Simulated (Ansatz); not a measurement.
# HfO2: further runs on the relaxed cell

One table from this session's results is given with a row withheld; the runs are named, their logs left out.

Computed with Ansatz 0.2.0 (DFT PBEsol, scalar-relativistic, plane waves, PAW, unless a step's input says otherwise).

2 further runs of the same task are left out: 2 set aside as unsound or not needed.

## The starting structure

It takes space group Fm-3m (No. 225, cubic). Conventional cell: a = 5.044 Å, b = 5.044 Å, c = 5.044 Å, α = 90.00°, β = 90.00°, γ = 90.00°. Around Hf (site symmetry m-3m) lie 8 O at 2.18 Å. O (site symmetry -43m) is surrounded by 4 Hf at 2.18 Å.

Coordinates:

```cif
data_structure
_symmetry_space_group_name_H-M 'P 1'
_symmetry_Int_Tables_number 1
_cell_length_a 3.5666
_cell_length_b 3.5666
_cell_length_c 3.5666
_cell_angle_alpha 60.000
_cell_angle_beta 60.000
_cell_angle_gamma 60.000
_cell_volume 32.08
loop_
_atom_site_label
_atom_site_type_symbol
_atom_site_fract_x
_atom_site_fract_y
_atom_site_fract_z
_atom_site_occupancy
Hf1 Hf 0.00000 0.00000 0.00000 1
O1 O 0.25000 0.25000 0.25000 1
O2 O 0.75000 0.75000 0.75000 1
```

This cell was relaxed beforehand with the same method: volume 10.69 Å³/atom, gap on the mesh 3.69 eV.

The first run:

Contents of input.yaml:

```yaml
crystal:
  lattice:
    - [0.0, 2.5219531987, 2.5219531987]
    - [2.5219531987, 0.0, 2.5219531987]
    - [2.5219531987, 2.5219531987, 0.0]
  atoms:
    - { symbol: Hf, position: [0.0, 0.0, 0.0] }
    - { symbol: O, position: [0.25, 0.25, 0.25] }
    - { symbol: O, position: [0.75, 0.75, 0.75] }
basis:
  ecutwfc: 420
kpoints:
  mp_grid: { grid: [8, 8, 8] }
  band_path:
    path:
      - [[0.0, 0.0, 0.0], [0.5, 0.0, 0.5], [0.625, 0.25, 0.625]]
      - [[0.375, 0.375, 0.75], [0.0, 0.0, 0.0], [0.5, 0.5, 0.5], [0.5, 0.25, 0.75], [0.5, 0.0, 0.5]]
    npoints: 14
hamiltonian:
  xc: pbesol
scf:
  occupations: { method: gaussian, width: 0.02 }
  n_extra_bands: 7
output:
  forces: true
  stress: true
  eigenvalues: true
  populations: true
  dos: { projected: true, de: 0.02, nscf_kmesh: { grid: [12, 12, 12] } }
  bader: true
  write_density: true
  write_potential: true
  elf: true
  volumetric_format: npy
```

On the command line:

```console
ansatz run input.yaml --threads 1 --pin off --max-ram 2560MiB --backend cpu --events-out ev --progress --plain --runs-dir out
```

Steps of the session up to this table: Static run: bands, density of states and charges; Seeking the band edges over the whole zone; Eigenvalues a small step from each edge; Back to the database's cell; Optical spectrum; Volume × 0.97; Point at V/V0 = 1.03; Point at V/V0 = 0.94; Volume × 1.06; Volume × 0.91; Point at V/V0 = 1.10; Point at V/V0 = 0.88.

One of the session's tables, all rows but one given; the rest of the session is left out.

```
volume (Å³/atom)  energy above the lowest point (meV/atom)  pressure (GPa)  gap on the mesh (eV)
           9.410                                     158.3           44.20                  3.97
           9.731                                      84.0           30.38                  3.90
          10.052                                      35.3           18.62                  3.83
          10.373                                       8.3            8.56                  3.75
          10.693                                       0.0           -0.02                  3.69
          11.014                                       7.5           -7.36                  3.62
          11.335                                         ?               ?                     ?
          11.763                                      74.7          -20.63                  3.47
```

**Question.** Estimate the row for volume (Å³/atom) = 11.335.

Worked estimate for «energy above the lowest point (meV/atom)». A straight line through the neighbours (11.014, 7.5) and (11.763, 74.7) gives 7.5 + (74.7 − 7.5) × (11.335 − 11.014) / (11.763 − 11.014) = 36.3; a parabola fitted to 3 rows on both sides gives 27.8.

The run gave: energy above the lowest point (meV/atom): 28.7; pressure (GPa): -13.64; gap on the mesh (eV): 3.55. In «energy above the lowest point (meV/atom)» the line misses by +7.6 and the parabola by -0.9.
